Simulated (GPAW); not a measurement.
# InP (Fm-3m) in GPAW: single point with PBE

Aim: the single point of InP with PBE.

Program: GPAW 26.7.0. These are calculated values, not measurements. Logs are shortened: lines on timing, memory, paths and dates and some standing lists are left out, and cuts for length are marked. The log counts tension as positive stress, the text compression.

### Step 1. The crystal as given

The structure is cubic, space group Fm-3m (No. 225). Conventional cell: a = 5.538 Å, b = 5.538 Å, c = 5.538 Å, α = 90.00°, β = 90.00°, γ = 90.00°. Around In (site symmetry m-3m) lie 6 P at 2.77 Å. P (site symmetry m-3m) is surrounded by 6 In at 2.77 Å.

Measurements of this composition are mostly on another form, of space group No. 216.

### Step 2. Single point, PBE

run.py reads:

```python
from ase import Atoms
from ase.dft.bandgap import bandgap
from ase.io import write
from ase.units import GPa
from gpaw import GPAW, PW

atoms = Atoms(['In', 'P'],
              cell=[[0.0, 2.768834, 2.768834],
                    [2.768834, 0.0, 2.768834],
                    [2.768834, 2.768834, 0.0]],
              scaled_positions=[[0.0, 0.0, 0.0],
                                [0.5, 0.5, 0.5]],
              pbc=True)

calc = GPAW(mode=PW(400),
            xc='PBE',
            kpts={'size': (7, 7, 7), 'gamma': True},
            occupations={'name': 'fermi-dirac', 'width': 0.05},
            nbands=18,
            maxiter=120,
            txt='gpaw.txt')
atoms.calc = calc
energy = atoms.get_potential_energy()
forces = atoms.get_forces()
stress = atoms.get_stress()
calc.write('gs.gpw')
write('result.traj', atoms)
print(f'Energy: {energy:.6f} eV')
print('Forces (eV/A):')
print(forces.round(4))
print('Stress (GPa):', (stress / GPa).round(3))
print('Fermi level:', round(calc.get_fermi_level(), 4), 'eV')
print(f'Gap: {bandgap(calc)[0]:.4f} eV, direct: {bandgap(calc, direct=True)[0]:.4f} eV')
```

Potentials or basis: GPAW PAW data sets (gpaw-data 1.2.1), pw.

Command:

```sh
> OMP_NUM_THREADS=1 python run.py
```

gpaw.txt:

```text
__  _  _
 | _ |_)|_||  |
 |__||  | ||/\| - 26.7.0

Input parameters:
  mode=PW(ecut=400.0),
  kpts=MonkhorstPack(size=(7, 7, 7), gamma=True),
  maxiter=120,
  nbands=18,
  occupations=Occupations(name='fermi-dirac', width=0.05),
  xc=XC(name='PBE')

Diagonalizing LCAO Hamiltonian
Converting LCAO to pw mode

                P

       In

Atoms  # Å, Bohr magnetons
|   | symbol |        x |        y |        z |    initial magnetic moments |
|---|--------|----------|----------|----------|-----------------------------|
| 0 |     In | 0.000000 | 0.000000 | 0.000000 | ( 0.0000,  0.0000,  0.0000) |
| 1 |      P | 2.768834 | 2.768834 | 2.768834 | ( 0.0000,  0.0000,  0.0000) |

Unit cell  # Å
| periodic |        x |        y |        z |  lengths |    angles |
|----------|----------|----------|----------|----------|-----------|
|      yes | 0.000000 | 2.768834 | 2.768834 | 3.915723 | 60.000000 |
|      yes | 2.768834 | 0.000000 | 2.768834 | 3.915723 | 60.000000 |
|      yes | 2.768834 | 2.768834 | 0.000000 | 3.915723 | 60.000000 |

Number of symmetries: 48
Symmetry operations  # r_c * U_cc + t_c -> r_c
|    | kind |            matrix            |
|----|------|------------------------------|
|  0 |  σ   |  1, 0, 0,  1, 0,-1,  1,-1, 0 |
|  1 |  C2  |  1, 0, 0,  1,-1, 0,  1, 0,-1 |
|  2 |  E   |  1, 0, 0,  0, 1, 0,  0, 0, 1 |
|  3 |  σ   |  1, 0, 0,  0, 0, 1,  0, 1, 0 |
|  4 |  C4  |  1, 0,-1,  1, 0, 0,  1,-1, 0 |
|  5 |  S6  |  1, 0,-1,  1,-1, 0,  1, 0, 0 |
|  6 |  σ   |  1, 0,-1,  0, 1,-1,  0, 0,-1 |
|  7 |  C3  |  1, 0,-1,  0, 0,-1,  0, 1,-1 |
|  8 |  S6  |  1,-1, 0,  1, 0, 0,  1, 0,-1 |
|  9 |  C4  |  1,-1, 0,  1, 0,-1,  1, 0, 0 |
| 10 |  C3  |  1,-1, 0,  0,-1, 1,  0,-1, 0 |
| 11 |  σ   |  1,-1, 0,  0,-1, 0,  0,-1, 1 |
| 12 |  σ   |  0, 1, 0,  1, 0, 0,  0, 0, 1 |
| 13 |  C4  |  0, 1, 0,  0, 1,-1, -1, 1, 0 |
| 14 |  C3  |  0, 1, 0,  0, 0, 1,  1, 0, 0 |
| 15 |  S6  |  0, 1, 0, -1, 1, 0,  0, 1,-1 |
| 16 |  C2  |  0, 1,-1,  1, 0,-1,  0, 0,-1 |
| 17 |  σ   |  0, 1,-1,  0, 1, 0, -1, 1, 0 |
| 18 |  S4  |  0, 1,-1,  0, 0,-1,  1, 0,-1 |
| 19 |  C4  |  0, 1,-1, -1, 1, 0,  0, 1, 0 |
| 20 |  C3  |  0, 0, 1,  1, 0, 0,  0, 1, 0 |
| 21 |  σ   |  0, 0, 1,  0, 1, 0,  1, 0, 0 |
| 22 |  S6  |  0, 0, 1,  0,-1, 1, -1, 0, 1 |
| 23 |  C4  |  0, 0, 1, -1, 0, 1,  0,-1, 1 |
| 24 |  S4  |  0, 0,-1,  1, 0,-1,  0, 1,-1 |
| 25 |  C3  |  0, 0,-1,  0, 1,-1,  1, 0,-1 |
| 26 |  C2  |  0, 0,-1,  0,-1, 0, -1, 0, 0 |
| 27 |  S6  |  0, 0,-1, -1, 0, 0,  0,-1, 0 |
| 28 |  S4  |  0,-1, 1,  1,-1, 0,  0,-1, 0 |
| 29 |  C4  |  0,-1, 1,  0, 0, 1, -1, 0, 1 |
| 30 |  C2  |  0,-1, 1,  0,-1, 0,  1,-1, 0 |
| 31 |  σ   |  0,-1, 1, -1, 0, 1,  0, 0, 1 |
| 32 |  C3  |  0,-1, 0,  1,-1, 0,  0,-1, 1 |
| 33 |  S6  |  0,-1, 0,  0, 0,-1, -1, 0, 0 |
| 34 |  S4  |  0,-1, 0,  0,-1, 1,  1,-1, 0 |
| 35 |  C2  |  0,-1, 0, -1, 0, 0,  0, 0,-1 |
| 36 |  C2  | -1, 1, 0,  0, 1, 0,  0, 1,-1 |
| 37 |  S6  | -1, 1, 0,  0, 1,-1,  0, 1, 0 |
| 38 |  S4  | -1, 1, 0, -1, 0, 1, -1, 0, 0 |
| 39 |  C3  | -1, 1, 0, -1, 0, 0, -1, 0, 1 |
| 40 |  S6  | -1, 0, 1,  0, 0, 1,  0,-1, 1 |
| 41 |  C2  | -1, 0, 1,  0,-1, 1,  0, 0, 1 |
| 42 |  C3  | -1, 0, 1, -1, 1, 0, -1, 0, 0 |
| 43 |  S4  | -1, 0, 1, -1, 0, 0, -1, 1, 0 |
| 44 |  C2  | -1, 0, 0,  0, 0,-1,  0,-1, 0 |
| 45 |  i   | -1, 0, 0,  0,-1, 0,  0, 0,-1 |
| 46 |  σ   | -1, 0, 0, -1, 1, 0, -1, 0, 1 |
| 47 |  C2  | -1, 0, 0, -1, 0, 1, -1, 1, 0 |

BZ-sampling:
  Number of BZ points: 343
  Number of IBZ points: 20

  Monkhorst-Pack size: [7, 7, 7]
  Monkhorst-Pack shift: [0, 0, 0]

K-points  # in reciprocal-cell coordinates
|     |                                coordinates |     weight |
|-----|--------------------------------------------|------------|
|   0 | (  0.00000000,   0.00000000,   0.00000000) | 0.00291545 |
|   1 | (  0.14285714,   0.14285714,   0.00000000) | 0.01749271 |
|   2 | (  0.14285714,   0.14285714,   0.14285714) | 0.02332362 |
|   3 | (  0.28571429,   0.14285714,   0.14285714) | 0.03498542 |
|   4 | (  0.28571429,   0.28571429,   0.00000000) | 0.01749271 |
|   5 | (  0.28571429,   0.28571429,   0.14285714) | 0.06997085 |
|   6 | (  0.28571429,   0.28571429,   0.28571429) | 0.02332362 |
|   7 | (  0.42857143,  -0.28571429,  -0.28571429) | 0.03498542 |
|   8 | (  0.42857143,   0.28571429,  -0.42857143) | 0.13994169 |
|   9 | (  0.42857143,   0.28571429,  -0.28571429) | 0.06997085 |
| ... |                                            |            |
|  19 | (  0.42857143,   0.42857143,   0.42857143) | 0.02332362 |

Plane wave coefficients: 785
Cutoff: 400.0 eV

Spin-components: 1 (collinear spins)
Bands:           18
Projectors:      11
Spin-degeneracy: 2
Datatype:        complex128

Parallelization:
  kpt:    1
  domain: 1
  band:   1

Density:
  Valence electrons: 18.0
  Components: 1
  Grid points: [20 20 20]
  Charge: 0.0  # |e|

Potential:
  Grid points: [20 20 20]

species:
  In:
    name:    Indium
    Z:       49.0
    valence: 13
    core:    36
    charge:  0.0  # [|e|]
    compensation charges:
      type: gauss
      rc: 0.36  # [Å]
      lmax: 2
    cutoffs:
      filter: 2.09  # [Å]
      core: 2.48  # [Å]
    projectors
    | kind |    occ | energy [eV] | rcut [Å] |
    |------|--------|-------------|----------|
    |   5s |  2.000 |      -8.203 |    1.185 |
    |   5p |  1.000 |      -2.521 |    1.244 |
    |   4d | 10.000 |     -18.629 |    1.148 |
    |    s |        |      19.008 |    1.185 |
    |    p |        |      24.691 |    1.244 |
    |    d |        |       8.583 |    1.148 |

    Using partial waves for In as LCAO basis

  P:
    name:    Phosphorus
    Z:       15.0
    valence: 5
    core:    10
    charge:  0.0  # [|e|]
    compensation charges:
      type: gauss
      rc: 0.30  # [Å]
      lmax: 2
    cutoffs:
      filter: 1.69  # [Å]
      core: 1.81  # [Å]
    projectors
    | kind |    occ | energy [eV] | rcut [Å] |
    |------|--------|-------------|----------|
    |   3s |  2.000 |     -13.968 |    0.953 |
    |   3p |  3.000 |      -5.506 |    0.953 |
    |    s |        |      13.244 |    0.953 |
    |    p |        |      21.705 |    0.953 |
    |    d |        |       0.000 |    0.953 |

    Using partial waves for P as LCAO basis

Reference energy: -169278.333319  # eV

eigensolver:
  PPCG
  Converge bands: occupied
  niter=2

density mixing:
  MSR1-Mixer
  Pratt-step length: 0.05
  Maximum mixing coefficient: 0.75
  Old densities: 10
  SVD Regularization: 0.005
  Good broyden scale: 1.0
  Trust region scale: 1.0
  Backstep threshold: 4.0
  History deletion threshold: 6.0
  Fourier metric: weight=20.0, sigma=0.015

occupation numbers:
  Fermi-Dirac:
    width: 0.0500  # eV

poisson solver:
  ecut: 3200.0  # eV

xc functional:
  name: PBE with 2 nearest neighbor stencil

convergence criteria:
- Maximum [total energy] change in last 3 cyles: 0.0005 eV / valence electron
- Maximum integral of absolute [dens]ity change: 0.0001 electrons / valence electron
- Maximum integral of absolute [eigenst]ate change: 4e-08 eV^2 / valence electron
maximum number of iterations: 120

SCF iterations
|iter     | |      energy | eigst |  dens |
|---------|-|-------------|-------|-------|
|iter:   1| |   -8.268565 | -0.56 |       |
|iter:   2| |   -8.199460 | -2.70 | -1.18 |
|iter:   3| |   -7.998519 | -2.06 | -1.23 |
|iter:   4| |   -7.997462 | -3.79 | -1.77 |
|iter:   5| |   -7.997548c| -4.22 | -2.22 |
|iter:   6| |   -7.997568c| -5.91 | -3.23 |
|iter:   7| |   -7.997569c| -7.17 | -3.72 |
|iter:   8| |   -7.997569c| -7.92c| -4.80c|

Converged in 8 steps
Energy contributions relative to reference atoms: (reference = -169278.333319)

Energy contributions:
  Kinetic:          19.483878
  Coulomb:         -17.750873
  Zero:              0.279304
  External:          0.000000
  Xc:              -10.006160
  Entropy:          -0.007436
  Spinorbit:         0.000000
  ----------------------------
  Free energy:      -8.001287
  Extrapolated:     -7.997569

dipole moment: (-18.560099, -18.560099, -18.560099)  # |e|*Ang

Fermi level: 6.805
Eigenvalues  # (at kpt = [0.000, 0.000, 0.000])
| band index |      eig [eV] | occ [0-2] |
|------------|---------------|-----------|
|          0 |        -7.363 |     2.000 |
|          1 |        -7.363 |     2.000 |
|          2 |        -7.342 |     2.000 |
|          3 |        -7.342 |     2.000 |
|          4 |        -7.342 |     2.000 |
|          5 |        -5.303 |     2.000 |
[... 10 lines left out ...]
|         16 |        16.220 |     0.000 |
|         17 |        16.592 |     0.000 |

No gap
No difference between direct/indirect transitions

Forces  # eV/Ang
|        x |        y |        z |
|----------|----------|----------|
| -0.00000 | -0.00000 | -0.00000 |  # In   0
|  0.00000 |  0.00000 |  0.00000 |  # P    1

Stress tensor  # eV/Ang^3
|        x |         y |         z |
|----------|-----------|-----------|
| 0.017026 |  0.000000 |  0.000000 |
| 0.000000 |  0.017026 | -0.000000 |
| 0.000000 | -0.000000 |  0.017026 |

# Writing to gs.gpw (mode='')
```

Run time: 6 s. Hardware: 1 thread of Arm Neoverse V1, shared host; peak memory 0.13 GiB.

The run converged, but some of its settings lie outside the range that counts as converged, so its numbers aren't taken as properties of the crystal.

What came out:

```
Free energy            : -8.0013 eV
Pressure               : -2.7 GPa
Band gap on the k mesh : none (metal or under the smearing width)
```

Caveat: the cutoff is short for stress and forces, so pressures can be off by a GPa or more.
